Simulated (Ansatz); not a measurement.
# Te: the cost of one run

Method: DFT PBEsol, scalar-relativistic, plane waves, PAW, in Ansatz 0.2.0.

## Step 1: Starting point

Symmetry: R-3m, No. 166, trigonal system. Conventional cell: a = 4.428 Å, b = 4.428 Å, c = 12.318 Å, α = 90.00°, β = 90.00°, γ = 120.00°. Te (site symmetry 3m) has 3 Te at 2.96 Å as nearest neighbours.

Coordinates:

```
Te
1.0
     2.21417    1.27835    4.10592
    -2.21417    1.27835    4.10592
     0.00000   -2.55671    4.10592
Te
2
Cartesian
  0.0000 0.0000 2.8028
  0.0000 0.0000 9.5150
```

This is candidate A: grey arsenic (A7) type (R-3m, No. 166).

(A quick probe on a coarse mesh, which set the mesh and smearing, is not shown.)

## Step 3: Coarse relaxation (candidate A)

Input file input.yaml:

```yaml
crystal:
  lattice:
    - [2.2141731743, 1.2783534782, 4.1059186877]
    - [-2.2141731743, 1.2783534782, 4.1059186877]
    - [0.0, -2.5567069564, 4.1059186877]
  atoms:
    - { symbol: Te, position: [0.22754, 0.22754, 0.22754] }
    - { symbol: Te, position: [0.77246, 0.77246, 0.77246] }
basis:
  ecutwfc: 420
kpoints:
  mp_grid: { grid: [6, 6, 6] }
hamiltonian:
  xc: pbesol
scf:
  occupations: { method: gaussian, width: 0.1 }
  lower_state_search: "off"
output:
  forces: true
  stress: true
  eigenvalues: true
relax:
  adjacent_minimum: "off"
  f_tol: 0.04
  max_steps: 70
  cell: { stress_tol: 0.4 }
```

What time and memory should one allow on 1 thread of an Arm CPU, shared host?

About 15 s, with a peak of 0.36 GiB.
